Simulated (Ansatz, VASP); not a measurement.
## One calculation of Se, two programs

```
CELL_PARAMETERS angstrom
1.92500 1.11140 0.88167
-1.92500 1.11140 0.88167
0.00000 -2.22280 0.88167
ATOMIC_POSITIONS crystal
Se 0.00000 0.00000 0.00000
```

This isn't the form of Se at room conditions, which is trigonal, of chains.

Alike in both runs: task relaxation of cell and atoms; functional PBE; k mesh 22 × 22 × 22; occupations gaussian, width 0.05 eV; no spin polarisation.

|  | VASP | Ansatz |
| --- | --- | --- |
| version | VASP 6.6.1 | Ansatz 0.2.0 |
| potentials or method | VASP PAW PBE potentials, release 64 (Se) | scalar-relativistic, plane waves, PAW |
| plane-wave cutoff (eV) | 600 | 420 |
| valence electrons in the cell | 6 | 16 |

Ansatz gave:

| Quantity | Value |
| --- | --- |
| gap on the k mesh at the Fermi level, each at its own relaxed structure (eV) | none |
| relaxed volume (Å³/atom) | 22.67 |
| relaxed cell length with the largest relative difference (Å) | 2.830 |
| energy change over the relaxation (meV/atom) | -3030 |

What did VASP give for the same quantities?

gap on the k mesh at the Fermi level, each at its own relaxed structure (eV): none; relaxed volume (Å³/atom): 22.59; relaxed cell length with the largest relative difference (Å): 2.828; energy change over the relaxation (meV/atom): -3047.

A gap of «none» marks a metal or a gap that the smearing closes. The two sets of potentials don't hold the same shells in valence.

Caveats: the volume moved by over 15 % at a fixed basis, so the end points are rough (VASP); the volume moved by +100 % from the deposited cell, more than functionals usually miss. PBE usually gives volumes a little too large and moduli too small. Zero-point motion and thermal expansion aren't in these numbers.
